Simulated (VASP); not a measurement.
**Ge: equation of state with LDA**

The system is Ge.

```
Ge
1.0
    -2.53724    2.54335    1.38981
     2.53724   -2.54335    1.38981
     2.53724    2.54335   -1.38981
Ge
2
Direct
  0.37209 0.12209 0.25000
  0.62791 0.87791 0.75000
```

This isn't the form of Ge at room conditions, which is diamond.

| Quantity | Value |
| --- | --- |
| Program | VASP 6.6.1 |
| Task | equation of state |
| Functional | LDA |
| Potentials or basis | VASP PAW LDA potentials, release 64 (Ge_d) |
| Cutoff | 520 eV |
| k mesh | 10 × 10 × 10 |
| Occupations | fermi-dirac, width 0.05 eV |
| Spin | no spin polarisation |

```json
{"Equilibrium volume": "17.95 Å³/atom", "Bulk modulus at fixed shape and positions": "83 GPa", "Pressure derivative of the bulk modulus": "4.6 (rough: it moves with the points fitted)"}
```

Energy against volume, from the lowest point:
```csv
volume (Å³/atom),energy (meV/atom)
17.220,8.42
17.578,2.12
17.937,0.00
18.296,1.63
18.655,6.60
```

All runs of the series together: 4.3 min on 1 thread of Intel(R) Xeon(R) 6975P-C (Granite Rapids), on a shared host.

Caveat: the cell was scaled at fixed shape and fractional positions, which overstates the stiffness of a crystal with free parameters, most of all of layers and chains.
